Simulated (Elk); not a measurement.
# MgO (Periclase): optical spectrum from first principles

Aim: the dielectric function of MgO (Periclase), and the optical constants that follow from it. The cell comes from an older database entry, whose edges can differ from later determinations, mostly by under a per cent.

Program: Elk 11.2.3 (patched build). Level of theory: DFT, PBE, all-electron APW+lo, Dirac cores, scalar-relativistic bands, independent-particle optical response without local fields. Results are calculated unless marked as measured.

The database entry behind the starting cell differs from later determinations by our own check (about 0.1 % long), so it need not match the best structure at ambient conditions.

### 1. Starting point

The structure is cubic, space group Fm-3m (No. 225). Conventional cell: a = 4.217 Å, b = 4.217 Å, c = 4.217 Å, α = 90.00°, β = 90.00°, γ = 90.00°. Nearest to Mg lie 6 O at 2.11 Å. O has 6 Mg at 2.11 Å nearest. Farther neighbours and most contacts between anions are not listed.

### 2. Ground state

First the ground state: is it a metal or has it a gap?

This step: DFT, PBE, all-electron APW+lo, Dirac cores, scalar-relativistic bands, ground state (Elk 11.2.3 (patched build)).

The input, elk.in:

```
tasks
  0
  120

xctype
  20

nempty
  12

lorbcnd
  .true.

rgkmax
  7.0

swidth
  0.0018375

maxscl
  100

epsengy
  1e-05

sppath
  './'

avec
  0.000000000000 3.984487533773 3.984487533773
  3.984487533773 0.000000000000 3.984487533773
  3.984487533773 3.984487533773 0.000000000000

atoms
  2
  'Mg.in'
  1
  0.000000000000 0.000000000000 0.000000000000   0.000 0.000 0.000
  'O.in'
  1
  0.500000000000 0.500000000000 0.500000000000   0.000 0.000 0.000

ngridk
  14 14 14
```

Started as:

```console
> OMP_NUM_THREADS=4 elk
```

The next run changes these lines of the input before it:

```diff
@@ -1,4 +1,6 @@
 tasks
-  0
-  120
+  121
+
+optcomp
+  1 1
 
@@ -17,9 +19,7 @@
 swidth
-  0.0018375
+  0.0055124
 
-maxscl
-  100
-
-epsengy
-  1e-05
+wplot
+  400 100 0
+  0.0 0.51449
```

What does the calculation give for the electronic dielectric constant ε∞, mean over x, y and z?

At this level (PBE, independent particles) MgO has ε∞ = 3.15 and n = 1.78 at 1550 nm, and Im ε peaks at 11.1 eV. On the mesh the gap is 4.76 eV and the least direct gap 4.76 eV. Distinct maxima of Im ε, read by a parabola through the highest points, lie at 8.96 eV (3.6), 10.21 eV (3.4), 11.10 eV (5.5) and 12.25 eV (3.3).

| Property | Result |
| --- | --- |
| electronic dielectric constant ε∞, mean over x, y and z (by symmetry where fewer were run) (independent particles) | 3.15 |
| main peak of Im epsilon, first axis | 11.1 eV |

Excitons and phonon-assisted transitions are missing, and so are local fields; PBE gaps are as a rule too small, which pulls the onset down and ε∞ up. The sum runs over mesh points, so small or evenly spaced maxima can still be ripples of the mesh.

[Machine, clock and banner lines and Python warnings are left out of the logs.]

[Logs are printed without paths, hosts, clocks, repeated set-up lines and the standing remarks that a program may print on its own settings, such as how far it seeks lower states.]

[Hosts, paths, dates, database ids (printed as entryN), source tags and the programs' standing remarks are cut or masked in the printed files.]
